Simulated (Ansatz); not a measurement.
GaSb: comparing deformations

Level of theory: DFT PBE, scalar-relativistic, plane waves, PAW (Ansatz 0.2.0). Cutoff 420 eV, Γ-centred 16×16×16 k-points, Gaussian smearing of 0.15 eV. Spin–orbit coupling is left out, which matters for the heavy elements here. No spin polarisation. Energies are free energies at this smearing, counted from the undisturbed cell; pressure is positive in compression.

Zero of the scan (relaxed at this level):

```yaml
crystal:
  lattice:
    - [0.00000, 3.10692, 3.10692]
    - [3.10692, 0.00000, 3.10692]
    - [3.10692, 3.10692, 0.00000]
  atoms:
    - { symbol: Ga, position: [0.00000, 0.00000, 0.00000] }
    - { symbol: Sb, position: [0.75000, 0.75000, 0.75000] }
```

The cell is strained by ε times a Voigt pattern (xx, yy, zz, yz, xz, xy; engineering shear) with fractional coordinates fixed. τ = (1/V0) dE/dε comes from the stress tensor. Of each scan, only the three points used here are listed.

```
           pattern        ε  τ (GPa)
(1, 1, 0, 0, 0, 0)  -0.0100    -2.15
(1, 1, 0, 0, 0, 0)   0.0000     0.01
(1, 1, 0, 0, 0, 0)   0.0100     1.99
(0, 0, 1, 0, 0, 0)  -0.0250    -1.87
(0, 0, 1, 0, 0, 0)   0.0000     0.00
(0, 0, 1, 0, 0, 0)   0.0250     1.75
```

Question: Which constants do the scans give, and which deformation costs least for the same size of strain tensor?

Answer: The slope dτ/dε at zero (parabola through three points) is pᵀCp: (1, 1, 0, 0, 0, 0) gives 2(C11 + C12) = 207 GPa; (0, 0, 1, 0, 0, 0) gives C11 = 72 GPa. The size of the strain tensor, ε:ε, is ε² times 2.0, 1.0. Per unit of it the stiffnesses are 103, 72 GPa, so (0, 0, 1, 0, 0, 0) is the softest of these: at ε:ε = (1 %)² the quadratic term costs 0.68 meV/atom against 0.97 for the stiffest.

Question: What else follows for this cubic crystal?

Answer: From the unrounded slopes C11 = 72.4 and C12 = 31.0 GPa, so B = (C11 + 2 C12)/3 = 45 GPa and the Poisson ratio for a pull along a cube edge is C12/(C11 + C12) = 0.30.

The gap closes along the scan, which can put kinks into the curve.